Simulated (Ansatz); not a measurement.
CdS:

```
CELL_PARAMETERS angstrom
4.26117 0.00000 0.00000
-2.13058 3.69028 0.00000
0.00000 0.00000 5.80417
ATOMIC_POSITIONS crystal
Cd 0.00000 0.00000 0.44269
S 0.66667 0.33333 0.43431
```

Measurements of this composition are mostly on another form, of space group No. 186.

```yaml
Program: Ansatz 0.2.0
Task: relaxation of cell and atoms
Functional: PBE0
Potentials_or_basis: Ansatz PAW
Cutoff: "420 eV (not typed: the program's choice for these potentials)"
k_mesh: 4 × 4 × 3
Occupations: fermi-dirac, width 0.05 eV
Spin: no spin polarisation
```

At the start: volume 45.64 Å³/atom.

Task: Where does the relaxation end?

Result: It ends after 7 steps and the volume is 45.12 Å³/atom (-1.1 %); space group P-6m2 (No. 187, to 0.05 Å).

Step by step:
```csv
step,energy change (eV),largest force (eV/Å),volume (Å³)
1,0.0000,0.0185,91.27
2,-0.0066,0.0109,89.89
3,-0.0068,0.0088,89.81
4,-0.0069,0.0042,89.90
5,-0.0069,0.0009,90.12
6,-0.0068,0.0016,90.23
7,-0.0063,0.0014,90.23
```

Final structure:
```cif
data_structure
_symmetry_space_group_name_H-M 'P 1'
_symmetry_Int_Tables_number 1
_cell_length_a 4.2238
_cell_length_b 4.2238
_cell_length_c 5.8401
_cell_angle_alpha 90.000
_cell_angle_beta 90.000
_cell_angle_gamma 120.000
_cell_volume 90.23
loop_
_atom_site_label
_atom_site_type_symbol
_atom_site_fract_x
_atom_site_fract_y
_atom_site_fract_z
_atom_site_occupancy
Cd1 Cd 0.00000 0.00000 0.43799 1
S1 S 0.66667 0.33333 0.43901 1
```

Caveat: the k mesh is coarse (spacing up to 0.43 Å⁻¹), so the values aren't converged, least of all with exact exchange; the plane-wave basis is chosen anew once the cell has moved, so the energies of steps on either side of that aren't comparable; the PAW data sets come from PBE, with cores solved anew for the run's functional, which leaves a small shift of forces and pressure.
